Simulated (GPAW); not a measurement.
Wanted: an ASE script for a GPAW 26.7.0 run.

```
Task                      : band structure
Functional                : r4SCAN
Potentials or basis       : GPAW PAW data sets (gpaw-data 1.2.1)
Cutoff                    : 600 eV
Basis                     : pw
k mesh                    : 5 × 5 × 3
Occupations               : fermi-dirac, width 0.05 eV
Spin                      : spin-orbit coupling, no magnetisation
Maxiter                   : 150
Band path                 : GMKGALHA,LM,KH
Band points               : 80
spin axis theta (degrees) : 54.7
spin axis phi (degrees)   : 45
Soc after scf             : second variation without the xc potential
```

The system is CdS (Greenockite).

```
Cd S
1.0
     4.15000    0.00000    0.00000
    -2.07500    3.59401    0.00000
     0.00000    0.00000    6.73700
Cd S
2 2
Cartesian
  2.0750 1.1980 3.3685
  0.0000 2.3960 0.0000
  2.0750 1.1980 5.8949
  0.0000 2.3960 2.5264
```

The input as run:

run.py

```python
import numpy as np
from ase import Atoms
from ase.dft.bandgap import bandgap
from ase.io import write
from ase.units import GPa
from gpaw import GPAW, PW
from gpaw.spinorbit import soc_eigenstates

atoms = Atoms(['Cd', 'Cd', 'S', 'S'],
              cell=[[4.15, 0.0, 0.0],
                    [-2.075, 3.5940054257, 0.0],
                    [0.0, 0.0, 6.737]],
              scaled_positions=[[0.6666666667, 0.3333333333, 0.5],
                                [0.3333333333, 0.6666666667, 0.0],
                                [0.6666666667, 0.3333333333, 0.875],
                                [0.3333333333, 0.6666666667, 0.375]],
              pbc=True)

calc = GPAW(mode=PW(600),
            xc='MGGA_X_R4SCAN+MGGA_C_R2SCAN',
            kpts={'size': (5, 5, 3), 'gamma': True},
            occupations={'name': 'fermi-dirac', 'width': 0.05},
            nbands=31,
            convergence={'density': 1e-05, 'energy': 1e-05},
            maxiter=150,
            txt='gpaw.txt')
atoms.calc = calc
energy = atoms.get_potential_energy()
forces = atoms.get_forces()
stress = atoms.get_stress()
calc.write('gs.gpw')
write('result.traj', atoms)
print(f'Energy: {energy:.6f} eV')
print('Forces (eV/A):')
print(forces.round(4))
print('Stress (GPa):', (stress / GPa).round(3))
print('Fermi level:', round(calc.get_fermi_level(), 4), 'eV')
print(f'Gap: {bandgap(calc)[0]:.4f} eV, direct: {bandgap(calc, direct=True)[0]:.4f} eV')

path = atoms.cell.bandpath('GMKGALHA,LM,KH', npoints=80, eps=1e-4)
bs_calc = calc.fixed_density(kpts=path, symmetry='off', nbands=51,
                             convergence={'bands': 'CBM+6.0', 'eigenstates': 1e-6}, txt='bands.txt')
bs = bs_calc.band_structure()
bs.write('bs.json')
print(f'Gap on the path: {bandgap(bs_calc)[0]:.4f} eV')

soc = soc_eigenstates(bs_calc, theta=54.7, phi=45, ignore_xc_potential=True)
np.savetxt('soc_bands.dat', soc.eigenvalues(), fmt='%.4f')
mesh = soc_eigenstates('gs.gpw', theta=54.7, phi=45, ignore_xc_potential=True)
np.savetxt('soc_mesh.dat', mesh.eigenvalues(), fmt='%.4f')
print('Fermi level with spin-orbit coupling:', round(mesh.fermi_level, 4), 'eV')
```

Potentials or basis: GPAW PAW data sets (gpaw-data 1.2.1), pw.

Command:

```sh
$ OMP_NUM_THREADS=1 python run.py
```

Results of the run:

| Property | Result |
| --- | --- |
| Pressure | 0.0 GPa |
| Band gap on the k mesh | 1.54 eV, direct |
| Band gap along the path | 1.54 eV, direct |

Caveat: the forces don't sum to zero, a sign of grid noise; spin-orbit coupling was added after a scalar SCF, so levels and gaps hold it while energy, forces, pressure and moments don't; this program's spin-orbit splittings come out too wide for heavy elements; the PAW data sets were made with another functional, which shifts forces and pressure a little.

It took 4.1 min on 1 thread of Intel(R) Xeon(R) 6975P-C (Granite Rapids), on a shared host, peak memory 0.66 GiB.
